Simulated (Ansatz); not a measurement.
## S started on a Si site in diamond Si, 128 atoms, charge +1

All numbers come from Ansatz (PAW, plane waves, no spin–orbit coupling) at the single k point (¼, ¼, ¼) without its symmetry partners. The atoms were relaxed with PBEsol in a fixed cell; other functionals are single points on those atoms unless said otherwise. The valence top and gap of the host come from its small cell on a dense mesh, with the band extrema sought between the mesh points, lined up by the mean potential, PBEsol gap 0.46 eV, r²SCAN gap 0.76 eV. The charge correction uses an assumed dielectric constant of 11.7.

Relaxed structure:

```
CELL_PARAMETERS angstrom
0.00000 10.86558 10.86558
10.86558 0.00000 10.86558
10.86558 10.86558 0.00000
ATOMIC_POSITIONS crystal
Si 0.00033 0.99996 0.99971
Si 0.50023 0.00000 0.99937
Si 0.00036 0.49983 0.99937
Si 0.00024 0.99992 0.49949
Si 0.25026 0.24981 0.24958
Si 0.50013 0.49972 0.99963
Si 0.50010 0.00008 0.49941
Si 0.75076 0.24967 0.24948
Si 0.00049 0.49972 0.49936
Si 0.25014 0.75026 0.24954
Si 0.25012 0.24970 0.75011
Si 0.75084 0.75043 0.24937
Si 0.75082 0.24960 0.75022
Si 0.25000 0.75036 0.75025
Si 0.75046 0.75004 0.74984
Si 0.06292 0.06240 0.06225
Si 0.56313 0.06213 0.06207
Si 0.06264 0.56258 0.06207
Si 0.06271 0.06216 0.56246
Si 0.31280 0.31241 0.31215
Si 0.56329 0.56284 0.06198
Si 0.56333 0.06251 0.56255
Si 0.81354 0.31209 0.31190
Si 0.06286 0.56287 0.56259
Si 0.31251 0.81312 0.31193
Si 0.31238 0.31199 0.81322
Si 0.56437 0.56378 0.56410
Si 0.81320 0.81285 0.31216
Si 0.81317 0.31249 0.81254
Si 0.31286 0.81281 0.81253
Si 0.81303 0.81265 0.81232
Si 0.00047 0.00006 0.24948
Si 0.24998 0.24960 0.00054
Si 0.50009 0.00057 0.24938
Si 0.75036 0.24976 0.99991
Si 0.00095 0.49966 0.24939
Si 0.25015 0.75004 0.99986
Si 0.00042 0.99997 0.74974
Si 0.25013 0.24979 0.49937
Si 0.49934 0.49898 0.25027
Si 0.75042 0.75005 0.99992
Si 0.50003 0.00013 0.74977
Si 0.75181 0.25062 0.49897
Si 0.00051 0.49965 0.74977
Si 0.25090 0.75148 0.49899
Si 0.49901 0.49864 0.75119
Si 0.75052 0.75016 0.49943
Si 0.06292 0.06249 0.31214
Si 0.31296 0.31239 0.06227
Si 0.56310 0.06243 0.31203
Si 0.81318 0.31230 0.06215
Si 0.06289 0.56272 0.31196
Si 0.31279 0.81266 0.06214
Si 0.06287 0.06245 0.81237
Si 0.31231 0.31179 0.56279
Si 0.56642 0.56603 0.30303
Si 0.81320 0.81267 0.06205
Si 0.56330 0.06245 0.81154
Si 0.81390 0.31168 0.56294
Si 0.06290 0.56295 0.81150
Si 0.31224 0.81329 0.56297
Si 0.56336 0.56294 0.81136
Si 0.81298 0.81254 0.56247
Si 0.00049 0.24972 0.99978
Si 0.25016 0.00046 0.24949
Si 0.50017 0.24943 0.00054
Si 0.75041 0.00017 0.24943
Si 0.00047 0.74985 0.99980
Si 0.00114 0.24948 0.49947
Si 0.25025 0.49963 0.24948
Si 0.50006 0.75006 0.99984
Si 0.25012 0.00013 0.74975
Si 0.49937 0.25092 0.49867
Si 0.75222 0.49921 0.24987
Si 0.75045 0.00025 0.74968
Si 0.00054 0.75008 0.49937
Si 0.25069 0.49907 0.75162
Si 0.49917 0.75101 0.49849
Si 0.75056 0.49973 0.74979
Si 0.06276 0.31248 0.06227
Si 0.31287 0.06243 0.31229
Si 0.56311 0.31236 0.06223
Si 0.81314 0.06236 0.31210
Si 0.06286 0.81263 0.06217
Si 0.06283 0.31233 0.56252
Si 0.31228 0.56301 0.31172
Si 0.56324 0.81210 0.06197
Si 0.31278 0.06236 0.81250
Si 0.56553 0.30541 0.56546
Si 0.81369 0.56317 0.31159
Si 0.81312 0.06230 0.81247
Si 0.06285 0.81194 0.56256
Si 0.31205 0.56321 0.81331
Si 0.56332 0.81176 0.56266
Si 0.81294 0.56265 0.81232
Si 0.25020 0.99997 0.99980
Si 0.75039 0.99995 0.99981
Si 0.00087 0.24975 0.24955
Si 0.24994 0.49959 0.00056
Si 0.25000 0.00054 0.49951
Si 0.49997 0.24977 0.24959
Si 0.75052 0.49956 0.99986
Si 0.75049 0.00009 0.49937
Si 0.00055 0.75001 0.24949
Si 0.00052 0.24972 0.74982
Si 0.25126 0.49883 0.49877
Si 0.49960 0.75189 0.24983
Si 0.49945 0.25034 0.75161
Si 0.75152 0.49859 0.49853
Si 0.00061 0.75007 0.74970
Si 0.50010 0.75014 0.74982
Si 0.31283 0.06238 0.06229
Si 0.81298 0.06253 0.06212
Si 0.06294 0.31246 0.31221
Si 0.31279 0.56275 0.06214
Si 0.31276 0.06244 0.56246
Si 0.56346 0.31191 0.31162
Si 0.81246 0.56294 0.06191
Si 0.81222 0.06257 0.56256
Si 0.06275 0.81273 0.31212
Si 0.06277 0.31237 0.81252
Si 0.30551 0.56519 0.56551
Si 0.56360 0.81333 0.31152
Si 0.56354 0.31166 0.81336
Si 0.81214 0.56295 0.56258
Si 0.06269 0.81276 0.81247
Si 0.56308 0.81258 0.81226
S 0.50046 0.50009 0.50048
```

Chemical potentials μ are those of reference phases of the elements at zero temperature by the same functional (the usual solids, diamond for C, grey Sn, and the molecules H2, N2, O2, F2, Cl2, Br2 and S8).

| functional | E(defect) − E(host) − Σ nμ + q·E_VBM (eV) | monopole (eV) | alignment (eV) | formation energy at E_F = VBM (eV) | moment (μB) | wall time, shared host |
| --- | --- | --- | --- | --- | --- | --- |
| PBEsol | 0.34 | 0.13 | 0.01 | 0.48 | 1.0 | 22 s on NVIDIA GB300 (relaxation) |
| r²SCAN | 0.47 | 0.13 | 0.01 | 0.61 | 1.0 | 29 s on NVIDIA GB300 |

r²SCAN one-electron levels near the gap (the ten most localised at most), from the host's valence top, not corrected for the charge's images:

```
level (eV)  spin  filling  atoms sharing it  element of the atom with most weight
     -0.12    up     1.00             122.1                                spread
     -0.12    up     1.00             122.2                                spread
     -0.12  down     1.00             122.2                                spread
     -0.11  down     1.00             122.3                                spread
      0.31    up     1.00              20.8                                    Si
      0.57  down     0.00              27.2                                    Si
      0.91    up     0.00             111.1                                spread
      0.91    up     0.00             115.8                                spread
      1.01    up     0.00              98.8                                spread
      1.04  down     0.00             100.6                                spread
```

One k point and a cell of this size can leave errors of several tenths of an eV in such numbers.
